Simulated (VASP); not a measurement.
## VASP inputs for MoS2 (strained 2H (MoS2) bulk)

INCAR

```
ISIF = 2
LWAVE = .FALSE.
LREAL = .FALSE.
SIGMA = 0.02
EDIFF = 1E-7
GGA = PE
NSW = 0
NELM = 120
IBRION = -1
PREC = Accurate
LCHARG = .FALSE.
NBANDS = 35
ISMEAR = -1
ENCUT = 520
LASPH = .TRUE.
```

KPOINTS

```
KPOINTS created by Atomic Simulation Environment
0
Gamma
12 12 2
0 0 0
```

KPOINTS_OPT

```
special points
7
Reciprocal
0.0000000000 0.0000000000 0.0000000000 1
0.5000000000 0.0000000000 0.0000000000 1
0.3333333333 0.3333333333 0.0000000000 1
0.0000000000 0.0000000000 0.5000000000 1
0.5000000000 0.0000000000 0.5000000000 1
0.3333333333 0.3333333333 0.5000000000 1
0.1744790000 0.1744790000 0.0000000000 1
```

POSCAR

```
Mo S
 1.0000000000000000
     3.1730199293068684    0.0000000000288675    0.0000000000000000
    -1.5865099646784344    2.7479158654796181    0.0000000000000000
     0.0000000000000000    0.0000000000000000   12.9333317975999993
 Mo  S
   2   4
Cartesian
 -0.0000000000166668  1.8319439103293678  3.2333329493999998
  1.5865099646451013  0.9159719551791174  9.6999988482000017
  1.5865099646451013  0.9159719551791174  4.7919490958038153
  1.5865099646451013  0.9159719551791174  1.6747168029961830
 -0.0000000000166668  1.8319439103293678 11.2586149946038194
 -0.0000000000166668  1.8319439103293678  8.1413827017961822
```

VASP ran with the recommended PBE PAW datasets (52 valence electrons in the cell).

**Question.** Estimate the main results of this run.

**Answer.** gap between bands v and c 1.14 eV; least direct gap 1.66 eV; pressure 1.6 GPa; largest force 0.09 eV/Å.

Band v is the last that the valence electrons fill when counted band by band, and c is the next. Levels in eV from the top of v:

```tsv
point	v−1	v	c	c+1
Γ	-0.90	0.00	2.27	2.27
M	-1.19	-1.13	1.75	1.78
K	-0.58	-0.48	1.18	1.18
A	-0.27	-0.27	2.27	2.27
L	-1.16	-1.16	1.77	1.77
H	-0.53	-0.53	1.18	1.18
```
